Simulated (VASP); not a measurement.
Wanted: the native input for a VASP 6.6.1 run.

* Task: single point
* Functional: PBE
* Potentials or basis: VASP PAW PBE potentials, release 64 (Si, C)
* Cutoff: 520 eV
* k mesh: 3 × 3 × 3
* Occupations: fermi-dirac, width 0.01 eV
* Spin: no spin polarisation
* Dipole correction: no
* Further INCAR settings: LREAL = Auto; ALGO = Normal; EDIFF = 1e-07; NBANDS = 96

The structure of SiC35 (a cell with a defect) (Graphite 2H) lies in POSCAR:

```
SiC35
1.0
    7.4099999999      0.0000000000      0.0000000000
   -3.7050000000      6.4172482420      0.0000000000
    0.0000000000      0.0000000000      6.7900000000
Si C
1 35
Direct
    0.0000000000      0.0000000000     -0.1405115168
    0.0010878710      0.3377953948      0.0055589054
    0.0010878710      0.6632924762      0.0055589054
    0.3367075238     -0.0010878710      0.0055589054
    0.3367075238      0.3377953948      0.0055589054
    0.3333333333      0.6666666667      0.0294000884
    0.6622046052     -0.0010878710      0.0055589054
    0.6666666667      0.3333333333      0.0076836850
    0.6622046052      0.6632924762      0.0055589054
    0.0000000000      0.0000000000      0.5227043923
   -0.0001888499      0.3337497814      0.5073906271
   -0.0001888499      0.6660613686      0.5073906271
    0.3339386314      0.0001888499      0.5073906271
    0.3339386314      0.3337497814      0.5073906271
    0.3333333333      0.6666666667      0.5115901234
    0.6662502186      0.0001888499      0.5073906271
    0.6666666667      0.3333333333      0.5046449180
    0.6662502186      0.6660613686      0.5073906271
    0.1225553353      0.2451106705     -0.0293743666
    0.1113696225      0.5556848112      0.0276088999
    0.1225553353      0.8774446647     -0.0293743666
    0.4450291529      0.2225145765      0.0026273763
    0.4443151888      0.5556848112      0.0276088999
    0.4443151888      0.8886303775      0.0276088999
    0.7774854235      0.2225145765      0.0026273763
    0.7774854235      0.5549708471      0.0026273763
    0.7548893295      0.8774446647     -0.0293743666
    0.2247127631      0.1123563816      0.5094591376
    0.2222358307      0.4444716615      0.5100708867
    0.2222358307      0.7777641693      0.5100708867
    0.5556973295      0.1113946590      0.5052051045
    0.5556973295      0.4443026705      0.5052051045
    0.5555283385      0.7777641693      0.5100708867
    0.8876436184      0.1123563816      0.5094591376
    0.8886053410      0.4443026705      0.5052051045
    0.8876436184      0.7752872369      0.5094591376
```

These files were run (other wordings do the same):

INCAR

```
SYSTEM = SiC35
PREC = Accurate ; ENCUT = 520
EDIFF = 1E-7 ; ISMEAR = -1
SIGMA = 0.01 ; LREAL = Auto
LASPH = .True. ; NELM = 100
ALGO = Normal ; ISIF = 2
LWAVE = .False. ; LCHARG = .True.
GGA = PE ; LELF = .True.
LVHAR = .True. ; NBANDS = 96
```

KPOINTS

```
Automatic mesh
0
Gamma
  3 3 3
  0 0 0
```

Potentials or basis: VASP PAW PBE potentials, release 64 (Si, C).

Launch:

```bash
$ cat potpaw_PBE.64/Si/POTCAR potpaw_PBE.64/C/POTCAR > POTCAR
$ mpirun -np 1 vasp_std > vasp.out
```

It gave:

The pressure is 6.6 GPa, the largest force is 0.053 eV/Å and the band gap on the k mesh is 0.58 eV, indirect (least direct gap 0.61 eV).

Run time: 15 min on 1 thread of AMD EPYC 7571, with other jobs on the host, peak memory 0.4 GiB.
